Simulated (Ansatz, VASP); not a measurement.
One calculation of Al, two programs

```
Al
1.0
    -1.40204    1.40204    1.40204
     1.40204   -1.40204    1.40204
     1.40204    1.40204   -1.40204
Al
1
Direct
  0.00000 0.00000 0.00000
```

Change from the starting cell: volume scaled by 0.68, LAPW.

Alike in both runs: task single point; functional LDA; k mesh 19 × 19 × 19; occupations fermi-dirac, width 0.08 eV; no spin polarisation.

```csv
,VASP,Ansatz
version,VASP 6.6.1,Ansatz 0.2.0
potentials or method,"VASP PAW LDA potentials, release 64 (Al), cutoff 520 eV","all-electron LAPW, scalar-relativistic"
```

VASP gave:

- pressure (GPa): 65.6

Problem. Estimate Ansatz's values.

Solution. Pressure (GPa): 64.7.

Ansatz ran all-electron here, so the differences hold the error of VASP's frozen core and of both bases.

Caveats: the cell as given lies far from equilibrium; so large a pressure means that the cell lies far from this level's equilibrium, or that cutoff or potentials fall short (VASP).
